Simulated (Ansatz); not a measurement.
The cell is zincblende BeTe; cell and atoms were relaxed with r2SCAN. It is cubic, F-43m (No. 216); conventional cell a = 5.657 Å, 22.63 Å³ an atom. Be is surrounded by 4 Te at 2.45 Å; Te is surrounded by 4 Be at 2.45 Å.

```xyz
2
Lattice="0.0000 2.8286 2.8286 2.8286 0.0000 2.8286 2.8286 2.8286 0.0000" Properties=species:S:1:pos:R:3 pbc="T T T"
Be    0.0000    0.0000    0.0000
Te    1.4143    1.4143    1.4143
```

3 runs of the PAW code Ansatz on this cell differ in the functional (and in the settings that go with it). Levels are in eV from each run's valence top; v1 is the last filled band, c1 the first empty one.

Run A, mean stress -0.8 GPa (compression positive):
```tsv
point	v4	v3	v2	v1	c1	c2
Γ	-13.39	0.00	0.00	0.00	4.48	4.48
X	-11.35	-5.57	-2.82	-2.82	2.69	3.39
U	-11.38	-5.19	-4.13	-2.37	3.45	6.17
L	-11.90	-6.01	-1.20	-1.20	3.86	5.49
W	-11.31	-5.01	-3.93	-3.39	6.08	6.49
```

Run B, mean stress -0.8 GPa (compression positive):
```tsv
point	v4	v3	v2	v1	c1	c2
Γ	-13.49	0.00	0.00	0.00	5.16	5.16
X	-11.44	-5.67	-2.87	-2.87	3.35	4.06
U	-11.46	-5.28	-4.21	-2.42	4.12	6.87
L	-11.99	-6.11	-1.22	-1.22	4.53	6.18
W	-11.40	-5.10	-4.01	-3.46	6.77	7.18
```

Run C, mean stress +0.2 GPa (compression positive):
```tsv
point	v4	v3	v2	v1	c1	c2
Γ	-12.21	0.00	0.00	0.00	3.64	3.64
X	-10.42	-5.04	-2.59	-2.59	2.02	2.70
U	-10.45	-4.69	-3.80	-2.18	2.74	5.27
L	-10.90	-5.45	-1.11	-1.11	3.05	4.62
W	-10.39	-4.52	-3.62	-3.13	5.30	5.54
```

Task: Match the runs to PBE, HSE06, PBE0.

Result: A is HSE06, B is PBE0, C is PBE. In order of the gap: PBE 2.02, HSE06 2.69, PBE0 3.35 eV.

The values are computed, spin-unpolarised, and not measurements.

Spin-orbit coupling is left out, which matters wherever the heavy atoms make up the band edges.

The stress of a hybrid is loosely converged in these runs.

The meshes of the hybrids are coarse, so their gaps aren't converged to the digits shown.
